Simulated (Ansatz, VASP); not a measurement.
# MgS: VASP beside Ansatz

```
CELL_PARAMETERS angstrom
3.69795 0.00000 0.00000
-1.84897 3.20252 0.00000
0.00000 0.00000 6.03875
ATOMIC_POSITIONS crystal
Mg 0.00000 0.00000 0.00000
Mg 0.33333 0.66667 0.50000
S 0.66667 0.33333 0.25000
S 0.66667 0.33333 0.75000
```

Alike in both runs: task relaxation of cell and atoms; functional PBE; k mesh 9 × 9 × 6; occupations gaussian, width 0.02 eV; no spin polarisation.

|  | VASP | Ansatz |
| --- | --- | --- |
| version | VASP 6.6.1 | Ansatz 0.2.0 |
| potentials or method | VASP PAW PBE potentials, release 64 (Mg, S) | scalar-relativistic, plane waves, PAW |
| plane-wave cutoff (eV) | 600 | 420 |
| valence electrons in the cell | 16 | 32 |

|  | VASP | Ansatz | Ansatz less VASP |
| --- | --- | --- | --- |
| gap on the k mesh at the Fermi level, each at its own relaxed structure (eV) | 1.19 | 1.21 | +0.019 |
| relaxed volume (Å³/atom) | 18.57 | 18.64 | +0.064 |
| relaxed cell length with the largest relative difference (Å) | 3.617 | 3.621 | +0.0043 |
| energy change over the relaxation (meV/atom) | -97 | -99 | -1.5 |

The two sets of potentials don't hold the same shells in valence.

Caveats: an odd mesh through Γ misses points on the zone boundary, where band edges often lie.
